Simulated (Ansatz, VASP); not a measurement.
One calculation of GaN, two programs

```
Ga N
1.0
     3.18000    0.00000    0.00000
    -1.59000    2.75396    0.00000
     0.00000    0.00000    5.16600
Ga N
2 2
Direct
  0.66667 0.33333 0.50000
  0.33333 0.66667 0.00000
  0.66667 0.33333 0.87500
  0.33333 0.66667 0.37500
```

Alike in both runs: task single point; functional PBE; k mesh 10 × 10 × 5; occupations gaussian, width 0.016 eV; no spin polarisation.

|  | VASP | Ansatz |
| --- | --- | --- |
| version | VASP 6.6.1 | Ansatz 0.2.0 |
| potentials or method | VASP PAW PBE potentials, release 64 (Ga_d, N) | Ansatz PAW |
| plane-wave cutoff (eV) | 520 | 420 |
| valence electrons in the cell | 36 | 36 |

Ansatz gave:

* gap on the k mesh at the Fermi level (eV): 1.96
* least direct gap on the mesh (eV): 1.96
* pressure (GPa): 7.3
* largest component of the traceless stress (GPa): 1.43
* rms of the force components (eV/Å): 0.079

Which values does VASP return?

gap on the k mesh at the Fermi level (eV): 1.97; least direct gap on the mesh (eV): 1.97; pressure (GPa): 7.5; largest component of the traceless stress (GPa): 1.45; rms of the force components (eV/Å): 0.078.

Atom by atom the forces differ by 0.001 eV/Å (rms over components).

Caveats: odd divisions of the mesh miss points on the zone boundary, where band edges often lie, so the gap on the mesh can be too wide (Ansatz); the pressure holds a Pulay correction of +0.5 GPa for the finite cutoff (Ansatz).
